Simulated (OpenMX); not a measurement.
CdSe (Cadmoselite):

```
Cd Se
1.0
     4.30000    0.00000    0.00000
    -2.15000    3.72391    0.00000
     0.00000    0.00000    7.02000
Cd Se
2 2
Direct
  0.66667 0.33333 0.50000
  0.33333 0.66667 0.00000
  0.66667 0.33333 0.88500
  0.33333 0.66667 0.38500
```

Base run:

| Quantity | Value |
| --- | --- |
| Program | OpenMX 3.8.5 |
| Functional | PBE |
| Potentials or basis | OpenMX 2013 PBE set, Cd7.0-s3p2d2, Se7.0-s3p2d2, grid cutoff 500 Ry |
| k mesh | 7 × 7 × 5 |
| Occupations | fermi-dirac, width 0.05 eV |
| Spin | no spin polarisation |

Its results: band gap on the k mesh 0.89 eV, direct; largest force 0.330 eV/Å.

Question: The run is repeated on the same cell with these changes: k mesh from 7 × 7 × 5 to 5 × 5 × 3; spin from no spin polarisation to non-collinear spin, zero start, spin-orbit coupling. What comes out?

Answer: Band gap on the k mesh 0.77 eV, direct; net moment 0.00 μB per cell; largest force 0.333 eV/Å.

Several settings changed at once, so the effect can't be laid on one alone.

Caveats: the basis of atomic orbitals isn't converged, which shifts pressures, moduli and gaps; total energies with and without spin-orbit coupling shouldn't be compared in this program (some runs).
